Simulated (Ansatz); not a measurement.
A trial cell of P, before relaxation:

```cif
data_structure
_symmetry_space_group_name_H-M 'P4/mmm'
_symmetry_Int_Tables_number 123
_cell_length_a 2.2128
_cell_length_b 2.2128
_cell_length_c 3.7833
_cell_angle_alpha 90.000
_cell_angle_beta 90.000
_cell_angle_gamma 90.000
_cell_volume 18.52
loop_
_atom_site_label
_atom_site_type_symbol
_atom_site_symmetry_multiplicity
_atom_site_Wyckoff_symbol
_atom_site_fract_x
_atom_site_fract_y
_atom_site_fract_z
_atom_site_occupancy
P1 P 1 b 0.00000 0.00000 0.50000 1
```

The calculation used Ansatz, DFT PBE, scalar-relativistic, plane waves, PAW. Cutoff 420 eV, Gaussian smearing, Γ-centred meshes. Cell and atoms relax first on a coarse mesh and then on a finer one. In between, the cell is made exact in the group found at 0.06 Å. In metals the finer mesh still leaves noise of several meV/atom or more. The steps can't lower the symmetry of their start. No spin polarisation.

A guess keeps its type if space group and coordination stay and the shape of the cell changes little (axis ratios within about 15 %, angles within 6°); the volume may change.

Question: Does this structure survive the relaxation?

Answer: It doesn't keep its type. The symmetry goes from P4/mmm (No. 123) to Pm-3m (No. 221). The end has the simple cubic type. The volume per atom shrinks by 21.1 %, from 18.5 to 14.6 Å³. The shortest distance goes from 2.21 Å (P–P) to 2.44 Å (P–P). Counting neighbours within 15 % of an atom's shortest distance, the start has P 4 and the end P 6. In detail, at the end P has 6 P at 2.44 Å.

```
P
1.0
     2.44475    0.00000    0.00000
     0.00000    2.44475    0.00000
     0.00000    0.00000    2.44475
P
1
Cartesian
  0.0000 0.0000 0.0000
```

Energies count from the standard state of P at the same level. The references include black phosphorus.

Question: At what energy does it end?

Answer: +0.09 eV/atom. So it is a metastable form at best.

The last run used a 22×22×24 mesh (in the run's order of axes) for its 1-atom cell and Gaussian smearing of 0.10 eV. The reference form of P is held partly by dispersion forces, which this level lacks. Symmetry constrained the relaxation, so the result can be a saddle point. Another cell of P relaxed alike, in R-3m, lies 48 meV/atom lower, so this cell isn't the stable form at this level.
